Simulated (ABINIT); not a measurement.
# WS2 (Tungstenite) (P6_3/mmc) in ABINIT: equation of state

How stiff is WS2 (Tungstenite) in PBE, and what volume does it want? The cell is scaled to several volumes.

All numbers are computed with ABINIT 10.8.3 (patched build); they aren't measurements. Logs are shortened: lines on timing, memory, paths and dates and some standing lists are left out, and cuts for length are marked. The log counts tension as positive stress, the text compression.

### 1 The crystal as given

It takes space group P6_3/mmc (No. 194, hexagonal). The conventional cell has a = 3.180 Å, b = 3.180 Å, c = 12.500 Å, α = 90.00°, β = 90.00°, γ = 120.00°. Around W (site symmetry -6m2) lie 6 S at 2.41 Å. Around S (site symmetry 3m) lie 3 W at 2.41 Å.

### 2 Equation of state, PBE

Input file run.abi:

```
# Datasets: one volume each
ndtset 7
getwfk -1
scalecart1 3*0.9795861087
scalecart2 3*0.9864848297
scalecart3 3*0.9932883884
scalecart4 3*1.0000000000
scalecart5 3*1.0066227096
scalecart6 3*1.0131594038
scalecart7 3*1.0196128224

# Pseudopotentials
pp_dirpath "./"
pseudos "W.GGA_PBE-JTH.xml, S.GGA_PBE-JTH.xml"

# Structure
acell 3*1.0 Angstrom
rprim
     3.1800000000     0.0000000000     0.0000000000
    -1.5900000000     2.7539607840     0.0000000000
     0.0000000000     0.0000000000    12.5000000000
ntypat 2
znucl 74 16
natom 6
typat 1 1 2 2 2 2
xred
     0.6666666667     0.3333333333     0.7500000000
     0.3333333333     0.6666666667     0.2500000000
     0.6666666667     0.3333333333     0.3750000000
     0.3333333333     0.6666666667     0.8750000000
     0.6666666667     0.3333333333     0.1250000000
     0.3333333333     0.6666666667     0.6250000000

# Plane-wave basis
ecut 20.0
pawecutdg 40.0
pawxcdev 0

# k points
kptopt 1
ngkpt 10 10 3
nshiftk 1
shiftk 0.0 0.0 0.0

# Exchange and correlation
ixc 11

# Bands and occupations
nband 32
occopt 3
tsmear 0.05 eV

# SCF cycle
nstep 100
tolvrs 1.0e-9

# Output
iomode 3
prtwf 1
prtden 0
prteig 0
prtebands 0
```

Potentials or basis: JTH PAW PBE v2.0.

Run with:

```console
abinit run.abi > log 2>&1
```

run.abo:

```text
.Version 10.8.3 of ABINIT
 DATASET    1 : space group P6_3/m m c (#194); Bravais hP (primitive hexag.)
================================================================================
 Values of the parameters that define the memory need for DATASET  1.
     intxc =       0    ionmov =       0      iscf =      17    lmnmax =      18
     lnmax =       6     mgfft =      96  mpssoang =       3    mqgrid =    6588
     natom =       6  nloc_mem =       2    nspden =       1   nspinor =       1
    nsppol =       1      nsym =      24    n1xccc =       1    ntypat =       2
    occopt =       3   xclevel =       2
       mpw =        3008          nfft =       55296          nkpt =          28
 PAW method is used; the additional fine FFT grid is defined by:
   mgfftf=       135    nfftf =    174960
================================================================================
================================================================================
[... 71 lines left out ...]
 DATASET    7 : space group P6_3/m m c (#194); Bravais hP (primitive hexag.)
================================================================================
 Values of the parameters that define the memory need for DATASET  7.
     intxc =       0    ionmov =       0      iscf =      17    lmnmax =      18
     lnmax =       6     mgfft =     100  mpssoang =       3    mqgrid =    6858
     natom =       6  nloc_mem =       2    nspden =       1   nspinor =       1
    nsppol =       1      nsym =      24    n1xccc =       1    ntypat =       2
    occopt =       3   xclevel =       2
       mpw =        3368          nfft =       72900          nkpt =          28
 PAW method is used; the additional fine FFT grid is defined by:
   mgfftf=       144    nfftf =    186624
================================================================================
================================================================================

--------------------------------------------------------------------------------
------------- Echo of variables that govern the present computation ------------
--------------------------------------------------------------------------------
 -outvars: echo values of preprocessed input variables --------
            acell      1.8897261259E+00  1.8897261259E+00  1.8897261259E+00 Bohr
              amu      1.83850000E+02  3.20660000E+01
             ecut      2.00000000E+01 Hartree
           getwfk          -1
              ixc          11
           jdtset        1    2    3    4    5    6    7
         kptrlatt       10    0    0      0   10    0      0    0    3
          kptrlen1     5.88665529E+01
          kptrlen2     5.92811197E+01
          kptrlen3     5.96899680E+01
          kptrlen4     6.00932908E+01
          kptrlen5     6.04912712E+01
          kptrlen6     6.08840827E+01
          kptrlen7     6.12718898E+01
            natom           6
            nband          32
           ndtset           7
            ngfft1         24      24      96
            ngfft2         24      24      96
            ngfft3         27      27      96
            ngfft4         27      27      96
            ngfft5         27      27      96
            ngfft6         27      27     100
            ngfft7         27      27     100
          ngfftdg1         36      36     135
          ngfftdg2         36      36     135
          ngfftdg3         36      36     135
          ngfftdg4         36      36     144
          ngfftdg5         36      36     144
          ngfftdg6         36      36     144
          ngfftdg7         36      36     144
             nkpt          28
            nstep         100
             nsym          24
           ntypat           2
           occopt           3
        pawecutdg      4.00000000E+01 Hartree
         pawxcdev           0
           prtden           0
        prtebands           0
           prteig           0
            rprim1     3.1150838257E+00  0.0000000000E+00  0.0000000000E+00
                      -1.5575419128E+00  2.6977417279E+00  0.0000000000E+00
                       0.0000000000E+00  0.0000000000E+00  1.2244826359E+01
            rprim2     3.1370217584E+00  0.0000000000E+00  0.0000000000E+00
                      -1.5685108792E+00  2.7167405350E+00  0.0000000000E+00
                       0.0000000000E+00  0.0000000000E+00  1.2331060371E+01
            rprim3     3.1586570751E+00  0.0000000000E+00  0.0000000000E+00
                      -1.5793285376E+00  2.7354772689E+00  0.0000000000E+00
                       0.0000000000E+00  0.0000000000E+00  1.2416104855E+01
            rprim4     3.1800000000E+00  0.0000000000E+00  0.0000000000E+00
                      -1.5900000000E+00  2.7539607840E+00  0.0000000000E+00
                       0.0000000000E+00  0.0000000000E+00  1.2500000000E+01
            rprim5     3.2010602165E+00  0.0000000000E+00  0.0000000000E+00
                      -1.6005301083E+00  2.7721994665E+00  0.0000000000E+00
                       0.0000000000E+00  0.0000000000E+00  1.2582783870E+01
            rprim6     3.2218469041E+00  0.0000000000E+00  0.0000000000E+00
                      -1.6109234520E+00  2.7902012660E+00  0.0000000000E+00
                       0.0000000000E+00  0.0000000000E+00  1.2664492548E+01
            rprim7     3.2423687752E+00  0.0000000000E+00  0.0000000000E+00
                      -1.6211843876E+00  2.8079737278E+00  0.0000000000E+00
                       0.0000000000E+00  0.0000000000E+00  1.2745160280E+01
          spgroup         194
           tolvrs      1.00000000E-09
           tsmear      1.83746611E-03 Hartree
            typat      1  1  2  2  2  2
           useylm           1
           xangst1     1.5575419128E+00  8.9924724264E-01  9.1836197691E+00
                      -1.1814592969E-17  1.7984944853E+00  3.0612065897E+00
                       1.5575419128E+00  8.9924724264E-01  4.5918098845E+00
                      -1.1814592969E-17  1.7984944853E+00  1.0714223064E+01
                       1.5575419128E+00  8.9924724264E-01  1.5306032948E+00
                      -1.1814592969E-17  1.7984944853E+00  7.6530164742E+00
           xangst2     1.5685108792E+00  9.0558017833E-01  9.2482952784E+00
                       2.4510855471E-17  1.8111603567E+00  3.0827650928E+00
                       1.5685108792E+00  9.0558017833E-01  4.6241476392E+00
                       2.4510855471E-17  1.8111603567E+00  1.0789677825E+01
                       1.5685108792E+00  9.0558017833E-01  1.5413825464E+00
                       2.4510855471E-17  1.8111603567E+00  7.7069127320E+00
           xangst3     1.5793285376E+00  9.1182575629E-01  9.3120786413E+00
                      -5.6625444078E-17  1.8236515126E+00  3.1040262137E+00
                       1.5793285376E+00  9.1182575629E-01  4.6560393206E+00
                      -5.6625444078E-17  1.8236515126E+00  1.0864091748E+01
                       1.5793285376E+00  9.1182575629E-01  1.5520131069E+00
[... 52 lines left out ...]
                       1.0465906193E-16  3.4924651721E+00  2.0805763489E+01
                       3.0245635609E+00  1.7462325860E+00  2.9722519270E+00
                       1.0465906193E-16  3.4924651721E+00  1.4861259635E+01
            xcart6     3.0442041342E+00  1.7575720763E+00  1.7949316829E+01
                      -1.9648834186E-16  3.5151441526E+00  5.9831056096E+00
                       3.0442041342E+00  1.7575720763E+00  8.9746584144E+00
                      -1.9648834186E-16  3.5151441526E+00  2.0940869634E+01
                       3.0442041342E+00  1.7575720763E+00  2.9915528048E+00
                      -1.9648834186E-16  3.5151441526E+00  1.4957764024E+01
            xcart7     3.0635944922E+00  1.7687671047E+00  1.8063646770E+01
                      -2.0151145365E-16  3.5375342095E+00  6.0212155900E+00
                       3.0635944922E+00  1.7687671047E+00  9.0318233850E+00
                      -2.0151145365E-16  3.5375342095E+00  2.1074254565E+01
                       3.0635944922E+00  1.7687671047E+00  3.0106077950E+00
                      -2.0151145365E-16  3.5375342095E+00  1.5053038975E+01
             xred      6.6666666667E-01  3.3333333333E-01  7.5000000000E-01
                       3.3333333333E-01  6.6666666667E-01  2.5000000000E-01
                       6.6666666667E-01  3.3333333333E-01  3.7500000000E-01
                       3.3333333333E-01  6.6666666667E-01  8.7500000000E-01
                       6.6666666667E-01  3.3333333333E-01  1.2500000000E-01
                       3.3333333333E-01  6.6666666667E-01  6.2500000000E-01
            znucl       74.00000   16.00000

================================================================================

 chkinp: Checking input parameters for consistency, jdtset=   1.

 chkinp: Checking input parameters for consistency, jdtset=   2.
[... 52 lines left out ...]
- pspini: atom type   2  psp file is ./S.GGA_PBE-JTH.xml
 Pseudopotential format is: paw10
 basis_size (lnmax)=  4 (lmn_size=  8), orbitals=   0   0   1   1
 Spheres core radius: rc_sph= 1.90380259
 Shapefunction is SIN type: shapef(r)=[sin(pi*r/rshp)/(pi*r/rshp)]**2
 Radius for shape functions =  1.40128485
 Compensation charge density is not taken into account in XC energy/potential

   5.56838800E+03                                ecore*ucvol(ha*bohr**3)
--------------------------------------------------------------------------------

================================================================================

--- !BeginCycle
iteration_state: {dtset: 1, }
solver: {iscf: 17, nstep: 100, nline: 4, wfoptalg: 10, }
tolerances: {tolvrs: 1.00E-09, }
...
[... 1609 lines left out ...]
-Cartesian components of stress tensor (GPa)         [Pressure= -6.1699E+00 GPa]
- sigma(1 1)=  6.47268681E+00  sigma(3 2)=  0.00000000E+00
- sigma(2 2)=  6.47268682E+00  sigma(3 1)=  0.00000000E+00
- sigma(3 3)=  5.56431153E+00  sigma(2 1)=  0.00000000E+00

== END DATASET(S) ==============================================================
================================================================================

 -outvars: echo values of variables after computation  --------
            acell      1.8897261259E+00  1.8897261259E+00  1.8897261259E+00 Bohr
           etotal1    -1.7952748832E+02
           etotal2    -1.7953349771E+02
           etotal3    -1.7953746145E+02
           etotal4    -1.7953958895E+02
           etotal5    -1.7954006174E+02
           etotal6    -1.7953904649E+02
           etotal7    -1.7953667946E+02
            fcart1    -3.8880286462E-28  2.1567248018E-28  1.9523044008E-22
                       5.2602740507E-28 -1.0123402131E-28 -1.9523044008E-22
                       1.1435378371E-28 -2.2007395937E-29  2.6211917391E-02
                      -6.8612270227E-29 -2.2007395937E-29  2.6211917391E-02
                      -1.1435378371E-28  5.7219229435E-29 -2.6211917391E-02
                      -6.8612270227E-29 -1.2764289643E-28 -2.6211917391E-02
            fcart2     2.1953788943E-28 -6.5560479084E-29 -5.7824115866E-19
                      -3.2552169812E-28  3.9336287450E-29 -5.7824115866E-19
                      -9.8413536642E-29  1.1800886235E-28  1.7808519198E-02
                       8.3272992543E-29  1.1800886235E-28  1.7808519198E-02
[... 94 lines left out ...]
                       5.5383190449E-17  1.8481329777E+00  1.1009935886E+01
                       1.6005301083E+00  9.2406648884E-01  1.5728479838E+00
                       5.5383190449E-17  1.8481329777E+00  7.8642399188E+00
           xangst6     1.6109234520E+00  9.3006708867E-01  9.4983694106E+00
                      -1.0397715265E-16  1.8601341773E+00  3.1661231369E+00
                       1.6109234520E+00  9.3006708867E-01  4.7491847053E+00
                      -1.0397715265E-16  1.8601341773E+00  1.1081430979E+01
                       1.6109234520E+00  9.3006708867E-01  1.5830615684E+00
                      -1.0397715265E-16  1.8601341773E+00  7.9153078422E+00
           xangst7     1.6211843876E+00  9.3599124258E-01  9.5588702100E+00
                      -1.0663526893E-16  1.8719824852E+00  3.1862900700E+00
                       1.6211843876E+00  9.3599124258E-01  4.7794351050E+00
                      -1.0663526893E-16  1.8719824852E+00  1.1152015245E+01
                       1.6211843876E+00  9.3599124258E-01  1.5931450350E+00
                      -1.0663526893E-16  1.8719824852E+00  7.9657251750E+00
             xred      6.6666666667E-01  3.3333333333E-01  7.5000000000E-01
                       3.3333333333E-01  6.6666666667E-01  2.5000000000E-01
                       6.6666666667E-01  3.3333333333E-01  3.7500000000E-01
                       3.3333333333E-01  6.6666666667E-01  8.7500000000E-01
                       6.6666666667E-01  3.3333333333E-01  1.2500000000E-01
                       3.3333333333E-01  6.6666666667E-01  6.2500000000E-01
 Calculation completed.
```

It took 13 min on 1 thread of Arm Neoverse V2, shared host; peak memory 0.25 GiB.

Results:

```
Equilibrium volume                        : 18.54 Å³/atom
Bulk modulus at fixed shape and positions : 154 GPa
Pressure derivative of the bulk modulus   : 4.3
```

Energy against volume, from the lowest point:
```csv
volume (Å³/atom),energy (meV/atom)
17.150,57.02
17.515,29.77
17.880,11.79
18.245,2.14
18.610,0.00
18.975,4.60
19.340,15.34
```

Caveat: pressures at fixed basis lie under the slope of the energies; the cell was scaled at fixed shape and fractional positions, which overstates the stiffness of a crystal with free parameters, most of all of layers and chains; this functional lacks dispersion, which binds the layers, so the pressure and a relaxed spacing across them are unreliable. Spin-orbit coupling is left out, which matters for the levels of W.
